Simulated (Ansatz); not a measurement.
## HfO2 (fluorite): gap against strain (uniaxial along [111], other directions held)

HfO2 (fluorite), relaxed with r2SCAN in Ansatz 0.2.0, then strained (uniaxial along [111], other directions held; changes of length per length, axes as in the cell below) with the atoms relaxed again within the symmetry that is left. It is cubic, Fm-3m (No. 225); conventional cell a = 5.058 Å, 10.79 Å³ an atom. Around Hf lie 8 O at 2.19 Å; around O lie 4 Hf at 2.19 Å. The values are computed, spin-unpolarised, and not measurements.

```xyz
3
Lattice="0.0000 2.5292 2.5292 2.5292 0.0000 2.5292 2.5292 2.5292 0.0000" Properties=species:S:1:pos:R:3 pbc="T T T"
Hf    0.0000    0.0000    0.0000
O     1.2646    1.2646    1.2646
O     3.7938    3.7938    3.7938
```

Gaps are the least over each mesh (PBE 8×8×8, r2SCAN 8×8×8, HSE06 6×6×6 when unstrained) and the special points, which keep their unstrained names; stress is the change from the unstrained cell, compression positive.

```csv
strain (%),"gap, PBE (eV)","gap, r2SCAN (eV)","gap, HSE06 (eV)","edges, HSE06","stress along the strain, r2SCAN (GPa)","energy rise, r2SCAN (meV/atom)"
-3.0,3.883,4.390,5.503,X,+12.13,11.9
-2.09,3.857,4.362,5.473,X,+8.24,5.7
0.0,3.803,4.303,5.409,X,0.00,0.0
+1.96,3.758,4.253,5.355,X,-6.77,4.5
+2.49,3.746,4.240,5.341,X,-8.43,7.3
+4.52,3.707,4.196,5.292,X,-14.11,22.8
```

Between zero and the nearest strains the slope of the HSE06 gap against strain is -0.030 eV per percent for negative and -0.028 for positive strain.

Spin-orbit coupling is left out, which matters wherever the heavy atoms make up the band edges.

The meshes of the hybrids are coarse, so their gaps aren't converged to the digits shown.
